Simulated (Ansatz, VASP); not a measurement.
# Hf in VASP and in Ansatz

```xyz
4
Lattice="1.7701 -5.6152 0.0000 1.7701 5.6152 0.0000 0.0000 0.0000 4.6847" Properties=species:S:1:pos:R:3 pbc="T T T"
Hf    1.7701    4.5147    4.2631
Hf    1.7701   -1.1006    2.7640
Hf    1.7701   -4.5147    0.4216
Hf    1.7701    1.1006    1.9207
```

Alike in both runs: task single point; functional PBE; k mesh 6 × 6 × 4; occupations gaussian, width 0.1 eV; no spin polarisation.

|  | VASP | Ansatz |
| --- | --- | --- |
| version | VASP 6.6.1 | Ansatz 0.2.0 |
| potentials or method | VASP PAW PBE potentials, release 64 (Hf_pv) | scalar-relativistic, plane waves, PAW |
| plane-wave cutoff (eV) | 520 | 420 |
| valence electrons in the cell | 40 | 104 |

Ansatz gave:

* gap on the k mesh at the Fermi level (eV): none
* pressure (GPa): 24.0
* largest component of the traceless stress (GPa): 7.65
* rms of the force components (eV/Å): 4.014

What did VASP give for the same quantities?

gap on the k mesh at the Fermi level (eV): none; pressure (GPa): 22.8; largest component of the traceless stress (GPa): 7.39; rms of the force components (eV/Å): 3.918.

Atom by atom the forces differ by 0.099 eV/Å (rms over components). A gap of «none» marks a metal or a gap that the smearing closes. With one functional, cell and mesh, what is left measures potentials, basis and numerics. The two sets of potentials don't hold the same shells in valence.

Caveats: so large a pressure means that the cell lies far from this level's equilibrium, or that cutoff or potentials fall short (VASP); forces of over 1 eV/Å show positions far from the minimum, so gaps and moduli don't describe the material at rest. Spin-orbit coupling is left out, which matters for the levels of Hf.
